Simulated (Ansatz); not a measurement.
**How far is this LiCl from the hull?**

Theory: DFT PBE, scalar-relativistic, plane waves, PAW in Ansatz. Settings: cutoff 420 eV, Γ-centred meshes spaced at most about 0.3 Å⁻¹ (2π included), Gaussian smearing. No spin polarisation.

Formation energies are uncorrected and refer to the elements' standard structures at the same level (Cl₂ as a molecule).

These are static total energies at zero pressure. Weakly bound directions are ill-defined at this level, which has no dispersion term (Cmcm), and this can change margins and order among such cells.

The competitors are the elements and 1 reference phase of this chemical system (from databases or known types: LiCl), relaxed at the same level; other known phases may be missing.

The candidate was reached from: 4-connected net, two elements alternating, changed on relaxing.

```
Li Cl
1.0
     1.97012   -3.44853    0.00000
     1.97012    3.44853    0.00000
     0.00000    0.00000    9.20849
Li Cl
2 2
Direct
  0.40209 0.59791 0.75000
  0.59791 0.40209 0.25000
  0.92944 0.07056 0.25000
  0.07056 0.92944 0.75000
```

**Question.** Where does it stand against these competitors?

**Answer.** Not the lowest form: another structure of the same formula lies lower. Its formation energy is -1.776 eV/atom. The lowest competing phase at this composition is this:

```tsv
phase	space group	source	share of atoms	ΔE_f (eV/atom)
LiCl	P6_3mc (No. 186)	Materials Project	1.0000	-1.878
```

The candidate lies 102 meV/atom above this phase (101 meV/atom from unrounded values). The candidate matches no cell in the subsets of the Crystallography Open Database and the Materials Project at hand. It is metastable at best. Shaken at random and relaxed again it fell by 80 meV/atom, so it probably isn't a firm minimum. The Crystallography Open Database lists this formula in another space group (No. 225).
